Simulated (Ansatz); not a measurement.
Ga2O3:

```
CELL_PARAMETERS angstrom
6.10700 -1.51855 0.00000
6.10700 1.51855 0.00000
-1.38599 0.00000 5.63001
ATOMIC_POSITIONS crystal
Ga 0.34134 0.34134 0.68598
Ga 0.65866 0.65866 0.31402
Ga 0.90950 0.90950 0.20540
Ga 0.09050 0.09050 0.79460
O 0.50410 0.50410 0.74340
O 0.49590 0.49590 0.25660
O 0.82670 0.82670 0.43680
O 0.17330 0.17330 0.56320
O 0.83550 0.83550 0.89020
O 0.16450 0.16450 0.10980
```

Base run:

```yaml
Program: Ansatz 0.2.0
Functional: rPW86-PBE
Potentials_or_basis: Ansatz PAW
Cutoff: 420 eV
Density_cutoff: 1680 eV
k_mesh: 9 × 9 × 5
Occupations: fermi-dirac, width 0.05 eV
Spin: no spin polarisation
```

Its results: band gap on the k mesh 2.41 eV, indirect (least direct gap 2.43 eV); pressure 15.1 GPa; largest force 0.320 eV/Å.

Problem. After a change of settings the same cell gave: band gap on the k mesh 3.09 eV, indirect (least direct gap 3.12 eV); pressure 1.3 GPa; largest force 0.110 eV/Å. Which change was it?
A. functional from rPW86-PBE to BLYP
B. functional from rPW86-PBE to PBE; potentials or basis from Ansatz PAW to Ansatz PAW earlier set; cutoff from 420 eV to 1020 eV; density cutoff from 1680 eV to 5100 eV; valence electrons from 88 to 120
C. functional from rPW86-PBE to PBE
D. functional from rPW86-PBE to m-r2SCAN; cutoff from 420 eV to 500 eV; density cutoff from 1680 eV to 2000 eV

Solution. D.

Caveats: the PAW data sets come from PBE, with cores solved anew for the run's functional, which leaves a small shift of forces and pressure; the potentials were made for another functional, which shifts forces and pressure (some runs); so large a pressure means that the cell lies far from this level's equilibrium, or that cutoff or potentials fall short (some runs).

Not every run made on this cell is shown here.
